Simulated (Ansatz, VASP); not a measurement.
# Cu in VASP and in Ansatz

```xyz
1
Lattice="-1.3562 1.4428 1.3761 1.3562 -1.4428 1.3761 1.3562 1.4428 -1.3761" Properties=species:S:1:pos:R:3 pbc="T T T"
Cu    0.0000    0.0000    0.0000
```

Change from the starting cell: strain -0.0600 x Voigt [1, 0, 0, 0, 0, 0], atoms carried along.

Alike in both runs: task single point; functional PBEsol; k mesh 24 × 24 × 24; occupations gaussian, width 0.15 eV; no spin polarisation.

```csv
,VASP,Ansatz
version,VASP 6.6.1,Ansatz 0.2.0
potentials or method,"VASP PAW PBE potentials, release 64 (Cu)","scalar-relativistic, plane waves, PAW"
plane-wave cutoff (eV),520,420
valence electrons in the cell,11,19
```

```csv
,VASP,Ansatz,Ansatz less VASP
gap on the k mesh at the Fermi level (eV),none,none,-
pressure (GPa),10.9,10.0,-0.91
largest component of the traceless stress (GPa),0.64,0.63,-0.009
```

A gap of «none» marks a metal or a gap that the smearing closes. The two sets of potentials don't hold the same shells in valence.

Caveats: the PAW data sets were made with another functional, which shifts forces and pressure a little (VASP).
